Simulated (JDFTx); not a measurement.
# ZnS: equation of state with PBE

**Measured values to compare with.**

From “Electronic, vibrational, and thermodynamic properties of ZnS (zincblende and rocksalt structure)”, 2009, arxiv:0911.5022, for a bulk crystal of ZnS: bulk modulus 76.9 GPa.

The system is ZnS.

```
Zn S
1.0
     0.00000    2.70200    2.70200
     2.70200    0.00000    2.70200
     2.70200    2.70200    0.00000
Zn S
1 1
Cartesian
  4.0530 4.0530 4.0530
  0.0000 0.0000 0.0000
```

```yaml
Program: JDFTx 1.7.0 (patched build)
Task: equation of state
Functional: PBE
Potentials_or_basis: PseudoDojo-SR-PBE-0.5-standard with smoothed tails
Cutoff: 1143 eV
Density_cutoff: 9143 eV
k_mesh: 9 × 9 × 9
Occupations: fermi-dirac, width 0.05 eV
Spin: no spin polarisation
Local_potential_set_to_-Z/r_beyond: 6 bohr
Bands: 19
Density_cutoff_over_wavefunction_cutoff: 8
Max_SCF_steps: 100
SCF_threshold_on_the_energy: 1e-09 Ha
Solver_of_the_electrons: scf
```

```yaml
Equilibrium_volume: 20.16 Å³/atom
Bulk_modulus: 70 GPa
Pressure_derivative_of_the_bulk_modulus: 4.4
```

Energy against volume, from the lowest point:
```csv
volume (Å³/atom),energy (meV/atom)
18.543,32.68
18.938,17.96
19.332,7.92
19.727,2.07
20.121,0.00
20.516,1.32
20.910,5.68
```

Measured bulk modulus of ZnS: 76.9 GPa (quoted in “Electronic, vibrational, and thermodynamic properties of ZnS (zincblende and rocksalt structure)”, 2009, arxiv:0911.5022). This calculation gives 70 GPa (-9.5 %). The fit is for a static lattice scaled at fixed shape and fixed fractional positions.

PBE usually gives volumes a little too large and moduli too small.
